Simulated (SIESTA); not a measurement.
Crystal: Co.

```
Co
1.0
     2.47200    0.00000    0.00000
    -1.23600    2.14081    0.00000
     0.00000    0.00000    4.02114
Co
2
Direct
  0.66667 0.33333 0.75000
  0.33333 0.66667 0.25000
```

- Program: SIESTA 5.4.2
- Task: single point
- Functional: PBEsol
- Potentials or basis: PseudoDojo 0.4 standard (PBEsol files)
- Basis: DZP (energy shift 0.003 Ry; two zetas on semicore shells)
- Grid cutoff: 800 Ry
- Energy shift: 0.003 Ry
- k mesh: 12 × 12 × 7
- Occupations: fermi-dirac, width 0.05 eV
- Spin: collinear spin, ferromagnetic start
- Starting moments: [2.0, 2.0] μB

On this cell: pressure -5.2 GPa; largest force under 0.003 eV/Å; net moment 3.19 μB per cell; site moments Co +1.60 μB; band gap on the k mesh none (metal or under the smearing width).

The same run follows on a disturbed copy (atoms moved at random, drawn with an rms of 0.05 Å):

```
CELL_PARAMETERS angstrom
2.47200 0.00000 0.00000
-1.23600 2.14081 0.00000
0.00000 0.00000 4.02114
ATOMIC_POSITIONS crystal
Co 0.66485 0.31270 0.74273
Co 0.34334 0.65289 0.24011
```

Q: What does the disturbed cell give?

A: The energy (extrapolated to zero smearing) moves by +0.7 meV/atom; pressure -5.4 GPa; largest force 0.104 eV/Å; net moment 3.20 μB per cell; site moments Co +1.60 μB; band gap on the k mesh none (metal or under the smearing width).

Forces on the atoms (eV/Å):
```
Co   0.056  0.041 -0.078
Co  -0.058 -0.041  0.077
```

Stress tensor (GPa, compression positive):
```
-4.98 -0.38  0.05
-0.38 -4.36 -0.01
 0.05 -0.01 -6.79
```

Caveats: short orbitals over semicore shells can move pressures by several GPa; the basis of atomic orbitals isn't converged, which shifts pressures, moduli and gaps.
